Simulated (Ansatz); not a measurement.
# Tl: LAPW beside PAW

Aim: solve Tl at one geometry with full-potential LAPW, PAW with frozen cores and datasets made for this crystal, and see where they agree.

This is Tl in the fcc structure; at room conditions it is hcp.

Computed with Ansatz 0.2.0 (DFT PBE, scalar-relativistic, unless a step's input says otherwise).

2 further runs of the same task are left out: 2 that didn't finish.

**1. Starting point**

The structure is cubic, space group Fm-3m (No. 225). The conventional cell has a = 4.330 Å, b = 4.330 Å, c = 4.330 Å, α = 90.00°, β = 90.00°, γ = 90.00°. Tl (site symmetry m-3m) is surrounded by 12 Tl at 3.06 Å.

Coordinates:

```
Tl
1.0
     0.00000    2.16500    2.16500
     2.16500    0.00000    2.16500
     2.16500    2.16500    0.00000
Tl
1
Cartesian
  0.0000 0.0000 0.0000
```

The cell comes from a crystallographic database entry that wasn't checked; take it as a given geometry, which may be far from equilibrium.

**2. Full-potential LAPW**

input.yaml

```yaml
crystal:
  lattice:
    - [0.0, 2.165, 2.165]
    - [2.165, 0.0, 2.165]
    - [2.165, 2.165, 0.0]
  atoms:
    - { symbol: Tl, position: [0.0, 0.0, 0.0] }
kpoints:
  mp_grid: { grid: [16, 16, 16] }
  band_path:
    path:
      - [0.0, 0.0, 0.0]
      - [0.5, 0.0, 0.5]
      - [0.625, 0.25, 0.625]
      - [0.375, 0.375, 0.75]
      - [0.0, 0.0, 0.0]
      - [0.5, 0.5, 0.5]
      - [0.5, 0.25, 0.75]
      - [0.5, 0.0, 0.5]
    npoints: 14
scf:
  occupations: { method: fermi_dirac, width: 0.05 }
hamiltonian:
  xc: pbe
  pseudopotentials: { kind: all_electron, lapw: { basis_error: 0.001 } }
output:
  forces: true
  stress: true
  eigenvalues: true
  populations: true
  dos: { projected: true, de: 0.2, e_range: [-14, 8] }
```

The run is started by

```console
$ ansatz run input.yaml --threads 1 --pin off --max-ram 2048MiB --backend cpu --events-out ev --progress --plain --runs-dir out
```

Output:

```text
Tl: projections on atomic orbitals take those of the free atom 1s2 2s2 2p6 3s2 3p6 3d10 4s2 4p6 4d10 4f14 5s2 5p6 5d10 6s2 6p1, of charge +0.00 (hamiltonian.pseudopotentials.projection_atoms)
LAPW: plane waves up to 7.544 Å⁻¹, error target 1.0e-3 eV per atom; small_component_spin mean_spin; Tl in spheres of 1.531 Å, 35 of its electrons in bands, Dirac shells []
Engine: ansatz 0.2.0
Pseudopotentials: kind: all_electron
Pseudopotential: Tl, LAPW, valence charge 35, Koelling and Harmon's equation, gaussian nucleus
Functional definition: PBE
  parameter kappa = 0.804
  parameter beta = 0.06672455060314922
  exchange = pbe_x(kappa = kappa, mu = beta*pi^2/3)
  correlation = pbe_c(beta = beta)
Crystal: 1 atoms, lattice volume = 20.296 Å³
Basis set: ecut = 216.8307470709891 eV, 169 PW (Γ), exchange–correlation at level 2
Bands: 22, of which v1, the nominal top of the filled ones, is band 18 counted from 1 (17 counted from 0)
Symmetry: 48 space group operations
Space group: Fm-3m (ITA 225), of the structure as read, at distance tolerance 2.7e-5 Å
k-points: 145 of 4096
Non-local potential: Tl, projectors of the file, none
Initial density: superposition of atomic densities (chi_scale 0.1, normalization cell)
Initial wavefunctions: plane waves of lowest kinetic energy (no species holds an atomic orbital)
Functional: x = pbe(κ = 0.804, μ = 0.2195149727645171), c = pbe(β = 0.06672455060314922)
iter 1 solved again at ethr=1.59e-5 eV; its pass at ethr=1.00e-1 eV (dr2=5.56e-3 eV) is discarded
SCF iter   1: F=—  HF=-550775.461709 eV  |F-HF|=—  |Δ(HF+E_count)|=         —  Δρ=7.19e-3  dr2=5.61e-3  ethr=1.59e-5  ⟨swp⟩=3.8  Hψ=21453  notcnv=0
preconditioner: auto → Kerker (q_TF=auto, 2.988 Å⁻¹)  [metal: Δε(μ)=0.035 eV  Ē_g=19.614 eV  σ=0.050 eV  W_gap=0.17  n_scr=14 (ndim 8)  ℏωp=29.7 eV  f_vac=0.000  D(μ)=0.38/eV (n_scr^D=0)]
SCF iter   2: F=—  HF=-550775.410151 eV  |F-HF|=—  |Δ(HF+E_count)|=   5.16e-2  Δρ=3.51e-3  dr2=1.86e-3  ethr=1.59e-5  ⟨swp⟩=3.0  Hψ=10144  notcnv=0  defer=1
SCF iter   3: F=—  HF=-550775.407613 eV  |F-HF|=—  |Δ(HF+E_count)|=   2.54e-3  Δρ=2.53e-3  dr2=1.07e-3  ethr=5.31e-6  ⟨swp⟩=2.0  Hψ=9318  notcnv=0
SCF iter   4: F=—  HF=-550775.407399 eV  |F-HF|=—  |Δ(HF+E_count)|=   2.14e-4  Δρ=1.37e-3  dr2=3.68e-4  ethr=3.05e-6  ⟨swp⟩=2.0  Hψ=9321  notcnv=0
SCF iter   5: F=—  HF=-550775.407468 eV  |F-HF|=—  |Δ(HF+E_count)|=   6.90e-5  Δρ=6.07e-4  dr2=7.90e-5  ethr=1.05e-6  ⟨swp⟩=2.0  Hψ=9318  notcnv=0
iter 6 solved again at ethr=1.62e-9 eV; its pass at ethr=2.26e-7 eV (dr2=5.66e-7 eV) is discarded
SCF iter   6: F=—  HF=-550775.407487 eV  |F-HF|=—  |Δ(HF+E_count)|=   1.86e-5  Δρ=7.14e-5  dr2=5.67e-7  ethr=1.62e-9  ⟨swp⟩=2.3  Hψ=15827  notcnv=0
SCF iter   7: F=-550775.407487 eV  HF=-550775.407487 eV  |F-HF|=2.06e-8  |Δ(HF+E_count)|=   2.59e-7  Δρ=1.61e-5  dr2=2.83e-8  ethr=1.62e-9  ⟨swp⟩=2.9  Hψ=9478  notcnv=0
SCF 1 converged in 7 iterations: F = -550775.407487 eV  dr2 = 2.83e-8
NSCF: frozen V_eff on 99 k-points
SCF converged after 7 iterations
Free energy (F): -550775.407487 eV
Harris-Foulkes:  -550775.407487 eV  (|F-HF|=2.06e-8)
Internal energy: -550775.404476 eV  (E = F + TS)
E sigma→0 (E₀):  -550775.405981 eV
Entropy (-TS):   -0.003011 eV (-3.011 meV/atom)
Fermi energy:    23.915871 eV
--- Per-component energies (eV) ---
  E_band       = -1539.594325
  E_kinetic    = 632557.430001
  E_xc         = -10360.055630
  E_electrostatic = -1172972.778847  (all electrons and nuclei)
  E_smearing   = -0.003011  (= −TS)
  E_closure    = 0.000000  (closes the sum)
  E_atoms      = -550774.001859  (free atoms, spherical and without spin; not in F)
  Σ components = -550775.407487   (vs F -550775.407487, Δ=0.00e0)
  Basis errors (estimates in eV, not in F): energy 1.8e-4 per atom: plane waves 1.7e-4 (1.2e-4 summed), levels above the bands 1.1e-141, relativity 4.8e-8, radial functions 3.8e-6, core shells 2.1e-7; eigenvalues (radial functions only) 4.6e-5; not estimated: angular momenta, meshes, grids; target (lapw.basis_error) 1.0e-3; muffin-tin radii Tl 1.531 Å
--- Forces (eV/Å), atoms counted from 1 ---
  atom   1  Tl    -0.00000000     0.00000000    -0.00000000
  max |Σ_I F_I| component: 2.34e-31 eV/Å
--- Stress (GPa, compression-positive) ---
       37.476383      -0.000000       0.000000
       -0.000000      37.476383       0.000000
        0.000000       0.000000      37.476383
  P = ⅓ Tr σ = 37.4764 GPa (374.764 kbar)
--- Band table (eV; the first three rows and the last of 145) ---
  k-point 0: bands = ["-103.4031", "-86.6691", "-86.6691", "-86.6691", "-86.6681", "-86.6681", "-86.6681", "-86.6670", "-48.6273", "-48.6273", "-48.6273", "10.7987", "11.2942", "11.2942", "11.2942", "11.9331", "11.9331", "34.7918", "36.7583", "36.7583", "36.7583", "41.7767"]
  k-point 1: bands = ["-103.4031", "-86.6691", "-86.6691", "-86.6691", "-86.6681", "-86.6681", "-86.6681", "-86.6670", "-48.6290", "-48.6276", "-48.6276", "10.9051", "11.2899", "11.3173", "11.3173", "11.9275", "11.9275", "34.7112", "35.7588", "36.7407", "36.7407", "41.5870"]
  k-point 2: bands = ["-103.4029", "-86.6691", "-86.6691", "-86.6691", "-86.6682", "-86.6682", "-86.6681", "-86.6670", "-48.6339", "-48.6284", "-48.6284", "11.0585", "11.3744", "11.3744", "11.4471", "11.9215", "11.9215", "33.0767", "35.2767", "36.6539", "36.6539", "40.5742"]
  k-point 144: bands = ["-103.4010", "-86.6691", "-86.6691", "-86.6691", "-86.6682", "-86.6682", "-86.6682", "-86.6669", "-48.6580", "-48.6580", "-48.6456", "11.0232", "11.3257", "11.3257", "12.0168", "12.6230", "21.1596", "23.9573", "23.9573", "26.2522", "40.2121", "40.2121"]
--- Löwdin populations: 1 site ---
  site symbol       q [e]
     0     Tl     80.9847
  spilling = 0.000189 (of n_electrons = 81.000000)
```

It took 25 s on 1 thread of Intel Xeon Platinum 8259CL at 2.50GHz (Skylake/Cascade Lake), shared host.

Read from it: pressure 37.48 GPa; no gap.

Levels at the path's labelled points, in eV from the Fermi level:

| point | band 15 | band 16 | band 17 | band 18 | band 19 | band 20 | band 21 |
| --- | --- | --- | --- | --- | --- | --- | --- |
| Γ | -12.62 | -11.98 | -11.98 | 10.88 | 12.84 | 12.84 | 12.84 |
| X | -11.29 | -11.29 | -3.32 | -2.70 | 4.49 | 4.49 | 9.45 |
| U | -11.78 | -11.48 | -3.21 | -1.42 | 0.38 | 6.18 | 10.32 |
| K | -11.78 | -11.48 | -3.21 | -1.42 | 0.38 | 6.18 | 10.32 |
| Γ | -12.62 | -11.98 | -11.98 | 10.88 | 12.84 | 12.84 | 12.84 |
| L | -11.44 | -11.44 | -5.25 | -4.84 | 10.33 | 10.41 | 10.41 |
| W | -11.90 | -11.29 | -2.76 | 0.04 | 0.04 | 2.34 | 16.30 |
| X | -11.29 | -11.29 | -3.32 | -2.70 | 4.49 | 4.49 | 9.45 |

States per cell, counted by energy window (eV from the Fermi level, on a grid of 0.20 eV):

| from | to | total | Tl 6p | Tl 6s |
| --- | --- | --- | --- | --- |
| -10 | -9 | 0.17 | 0.08 | 0.06 |
| -9 | -8 | 0.20 | 0.09 | 0.07 |
| -8 | -7 | 0.22 | 0.11 | 0.09 |
| -7 | -6 | 0.26 | 0.11 | 0.12 |
| -6 | -5 | 0.32 | 0.12 | 0.18 |
| -5 | -4 | 0.31 | 0.10 | 0.19 |
| -4 | -3 | 0.31 | 0.12 | 0.18 |
| -3 | -2 | 0.19 | 0.12 | 0.06 |
| -2 | -1 | 0.35 | 0.26 | 0.08 |
| -1 | 0 | 0.40 | 0.27 | 0.11 |
| 0 | 1 | 0.31 | 0.20 | 0.10 |
| 1 | 2 | 0.37 | 0.26 | 0.09 |
| 2 | 3 | 0.38 | 0.28 | 0.08 |
| 3 | 4 | 0.44 | 0.34 | 0.07 |
| 4 | 5 | 0.54 | 0.44 | 0.06 |

**3. PAW with frozen cores**

Edit input.yaml of step 2 so:

```diff
@@ -24,3 +24,3 @@
   xc: pbe
-  pseudopotentials: { kind: all_electron, lapw: { basis_error: 0.001 } }
+  pseudopotentials: { kind: paw }
 output:
@@ -29,3 +29,9 @@
   eigenvalues: true
+  efg: { contact_densities: true }
   populations: true
+  bader: true
   dos: { projected: true, de: 0.2, e_range: [-14, 8] }
+  write_density: true
+  write_potential: true
+  elf: true
+  volumetric_format: npy
```

The run is started by

```console
$ ansatz run input.yaml --threads 1 --pin off --max-ram 2048MiB --backend cpu --events-out ev --progress --plain --runs-dir out
```

Output, shortened:

```text
Tl: output.efg is read without spin–orbit coupling, which moves field gradients at and beside such atoms by some per cent and up to a factor of two; PAW files take it under magnetization.noncollinear and magnetization.spin_orbit
[...]
Pseudopotentials: kind: paw
Pseudopotential: Tl, paw, valence charge 13, recommended cutoff 420 eV (normal)
[... 1 set-up line as earlier in the session ...]
[...]
Crystal: 1 atoms, lattice volume = 20.296 Å³
Basis set: ecut = 420 eV, 411 PW (Γ), exchange–correlation on 48×48×48 points (8 copies of the dense FFT grid, shifted against one another)
Bands: 11, of which v1, the nominal top of the filled ones, is band 7 counted from 1 (6 counted from 0)
[... 2 set-up lines as earlier in the session ...]
k-points: 145 of 4096
[...]
  atom   1  Tl    -0.00000000    -0.00000000    -0.00000000
[...]
--- Stress (GPa, compression-positive) ---
       37.465045       0.000000       0.000000
        0.000000      37.465045       0.000000
       -0.000000      -0.000000      37.465045
  P = ⅓ Tr σ = 37.4650 GPa (374.650 kbar)
--- PAW observables at the nuclei: V_zz in 10²¹ V/m², potentials from the cell's mean, atoms counted from 1 ---
  atom   1  Tl V_zz =    +0.000000   η = 0.0000   by run symmetry: forbidden
            electrostatic potential = -17143.666267 V   contact ρ = 15283731.806132 e/Å³
--- Band table (eV; the first three rows and the last of 145) ---
  k-point 0: bands = ["3.4358", "3.9328", "3.9328", "3.9328", "4.5719", "4.5719", "27.4287", "29.3948", "29.3948", "29.3948", "34.4124"]
[...]
--- Löwdin populations: 1 site ---
  site symbol       q [e]
     0     Tl     12.9670
  spilling = 0.002536 (of n_electrons = 13.000000)
--- Bader charges: 1 site ---
  site symbol  charge [e]  shift [e]
     0     Tl      0.0000     0.0000
  estimated error of the sums over rays = 3.3e-7 e
```

Wall time 10 s (1 thread of Intel Xeon Platinum 8259CL at 2.50GHz (Skylake/Cascade Lake), shared host).

This run gives: pressure 37.47 GPa; no gap.

The fields are shown in the conventional cell of this run's space group, carried over from its grid by interpolation.

Density in a lattice plane of the grid's cell (edges 4.33 and 4.33 Å, at 0.000 of the third edge), which holds Tl.

Values in e/Å³, 12 rows by 12 columns:
```
5.72 3.88 1.50 0.44 0.17 0.10 0.09 0.10 0.17 0.44 1.50 3.88
2.06 1.50 0.69 0.29 0.18 0.17 0.17 0.17 0.18 0.29 0.69 1.50
0.55 0.44 0.29 0.23 0.29 0.44 0.55 0.44 0.29 0.23 0.29 0.44
0.17 0.17 0.18 0.29 0.69 1.50 2.06 1.50 0.69 0.29 0.18 0.17
0.09 0.10 0.17 0.44 1.50 3.88 5.72 3.88 1.50 0.44 0.17 0.10
0.08 0.09 0.17 0.55 2.06 5.72 9.12 5.72 2.06 0.55 0.17 0.09
0.09 0.10 0.17 0.44 1.50 3.88 5.72 3.88 1.50 0.44 0.17 0.10
0.17 0.17 0.18 0.29 0.69 1.50 2.06 1.50 0.69 0.29 0.18 0.17
0.55 0.44 0.29 0.23 0.29 0.44 0.55 0.44 0.29 0.23 0.29 0.44
2.06 1.50 0.69 0.29 0.18 0.17 0.17 0.17 0.18 0.29 0.69 1.50
5.72 3.88 1.50 0.44 0.17 0.10 0.09 0.10 0.17 0.44 1.50 3.88
9.12 5.72 2.06 0.55 0.17 0.09 0.08 0.09 0.17 0.55 2.06 5.72
```
Columns run along the first of these edges and rows up along the second, over one cell in 12 and 12 even steps from the bottom left corner. Atoms in the plane (fractional): Tl at (0.00, 0.00), Tl at (0.50, 0.50).

ELF in the same plane.

Values, 12 rows by 12 columns:
```
0.03 0.13 0.37 0.33 0.21 0.13 0.11 0.13 0.21 0.33 0.37 0.13
0.32 0.37 0.36 0.26 0.20 0.21 0.23 0.21 0.20 0.26 0.36 0.37
0.35 0.33 0.26 0.22 0.26 0.33 0.35 0.33 0.26 0.22 0.26 0.33
0.23 0.21 0.20 0.26 0.36 0.37 0.32 0.37 0.36 0.26 0.20 0.21
0.11 0.13 0.21 0.33 0.37 0.13 0.03 0.13 0.37 0.33 0.21 0.13
0.08 0.11 0.23 0.35 0.32 0.03 0.03 0.03 0.32 0.35 0.23 0.11
0.11 0.13 0.21 0.33 0.37 0.13 0.03 0.13 0.37 0.33 0.21 0.13
0.23 0.21 0.20 0.26 0.36 0.37 0.32 0.37 0.36 0.26 0.20 0.21
0.35 0.33 0.26 0.22 0.26 0.33 0.35 0.33 0.26 0.22 0.26 0.33
0.32 0.37 0.36 0.26 0.20 0.21 0.23 0.21 0.20 0.26 0.36 0.37
0.03 0.13 0.37 0.33 0.21 0.13 0.11 0.13 0.21 0.33 0.37 0.13
0.03 0.03 0.32 0.35 0.23 0.11 0.08 0.11 0.23 0.35 0.32 0.03
```
Columns run along the first of these edges and rows up along the second, over one cell in 12 and 12 even steps from the bottom left corner. Atoms in the plane (fractional): Tl at (0.00, 0.00), Tl at (0.50, 0.50).

Both are smooth fields of the valence electrons: close to the nuclei they are not physical.

**4. Datasets made for this crystal**

Edit input.yaml of step 3 so:

```diff
@@ -19,3 +19,3 @@
       - [0.5, 0.0, 0.5]
-    npoints: 14
+    npoints: 8
 scf:
@@ -24,3 +24,3 @@
   xc: pbe
-  pseudopotentials: { kind: paw }
+  pseudopotentials: { kind: all_electron, datasets: crystal }
 output:
@@ -30,8 +30 @@
   efg: { contact_densities: true }
-  populations: true
-  bader: true
-  dos: { projected: true, de: 0.2, e_range: [-14, 8] }
-  write_density: true
-  write_potential: true
-  elf: true
-  volumetric_format: npy
```

The run is started by

```console
$ ansatz run input.yaml --threads 1 --pin off --max-ram 2048MiB --backend cpu --events-out ev --progress --plain --runs-dir out
```

Output, shortened:

```text
[...]
Tl: output.efg is read without spin–orbit coupling, which moves field gradients at and beside such atoms by some per cent and up to a factor of two; PAW files take it under magnetization.noncollinear and magnetization.spin_orbit
[...]
[... 1 set-up line as earlier in the session ...]
Pseudopotential: Tl, paw, valence charge 13, recommended cutoff 260 eV (normal), Koelling and Harmon's equation, gaussian nucleus
[... 1 set-up line as earlier in the session ...]
[...]
Crystal: 1 atoms, lattice volume = 20.296 Å³
Basis set: ecut = 260 eV, 181 PW (Γ), exchange–correlation on 36×36×36 points (8 copies of the dense FFT grid, shifted against one another)
Bands: 11, of which v1, the nominal top of the filled ones, is band 7 counted from 1 (6 counted from 0)
[... 2 set-up lines as earlier in the session ...]
k-points: 145 of 4096
[...]
In the spheres:  the bands' charges fall short by 9.2e-7 e at most (sound up to 1e-3)
Fermi energy:    23.915862 eV
[...]
  The terms above E_closure are by the made datasets' own strengths, without shells solved beside the bands.
--- Forces (eV/Å), atoms counted from 1 ---
  atom   1  Tl     0.00000000     0.00000000     0.00000000
[...]
--- Stress (GPa, compression-positive) ---
       37.474559      -0.000000       0.000000
       -0.000000      37.474559       0.000000
        0.000000       0.000000      37.474559
  P = ⅓ Tr σ = 37.4746 GPa (374.746 kbar)
--- PAW observables at the nuclei: V_zz in 10²¹ V/m², potentials from the cell's mean, atoms counted from 1 ---
  atom   1  Tl V_zz =    +0.000000   η = 0.0000   by run symmetry: forbidden
            electrostatic potential = -17143.557823 V   contact ρ = 15273794.867084 e/Å³
--- Band table (eV; the first three rows and the last of 145) ---
  k-point 0: bands = ["10.7987", "11.2942", "11.2942", "11.2942", "11.9332", "11.9332", "34.7915", "36.7583", "36.7583"]
[...]
```

Wall time 11 s (1 thread of Intel Xeon Platinum 8259CL at 2.50GHz (Skylake/Cascade Lake), shared host).

Read from it: pressure 37.47 GPa; no gap.

| atom | contact density (e/Å³) |
| --- | --- |
| Tl | 1.527379e+07 |

**5. The methods compared**

```
          method  pressure (GPa)  SCF cycles, all passes
            LAPW           37.48                       7
             PAW           37.47                       6
crystal datasets           37.47                       7
```

**6. What came out**

| quantity | value |
| --- | --- |
| pressure | LAPW 37.48, PAW 37.47, crystal datasets 37.47 GPa |
| gap (LAPW) | none |

At this geometry the cell is under compression of 37.5 GPa, so it would expand if let go. With 35 electrons in the bands of a cell, and no spin, a band must be partly filled: it is a metal at this level. Tl 6p carries the largest share, 60 %, of the projected states within 0.3 eV of the Fermi level. The projection holds only the free atom's occupied shells (Tl 6s, Tl 6p, Tl 5d in this range). PAW lies -0.01 GPa from LAPW in pressure. The price, with the outputs that each input asks for: 25 s for LAPW against 10 s for PAW, about 2.4 to one. Spin-orbit coupling is left out, though the cell holds Tl; in elements this heavy it can shift bands and gaps by tenths of an eV.
